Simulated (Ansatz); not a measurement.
Crystal: FeO (Wuestite).

```xyz
2
Lattice="1.5188 0.8769 2.5196 -1.5188 0.8769 2.5196 0.0000 -1.7538 2.5196" Properties=species:S:1:pos:R:3 pbc="T T T"
Fe    0.0000    0.0000    0.0000
O     0.0000    0.0000    3.7794
```

Program: Ansatz 0.2.0. Alike in all runs: spin collinear, ferromagnetic start; cell as given; k mesh 11 × 11 × 11; cutoff (eV) 348; basis error allowed 0.001 eV/atom.

Task: Order these runs on this cell by their pressure, lowest first.
A. level LDA; potentials or basis all-electron LAPW, scalar-relativistic; smearing fermi-dirac 0.05 eV
B. level RPBE; potentials or basis all-electron LAPW, scalar-relativistic; smearing gaussian 0.1 eV
C. level PBEsol; potentials or basis all-electron LAPW, non-relativistic; smearing fermi-dirac 0.05 eV
D. level PBE; potentials or basis all-electron LAPW, scalar-relativistic; smearing fermi-dirac 0.05 eV

Result: A (-16.4 GPa), C (-8.6 GPa), D (-1.3 GPa), B (4.2 GPa).

Caveats: a cell with one magnetic atom can't hold antiferromagnetic order, which such compounds often take.

Not every run made on this cell is shown here.
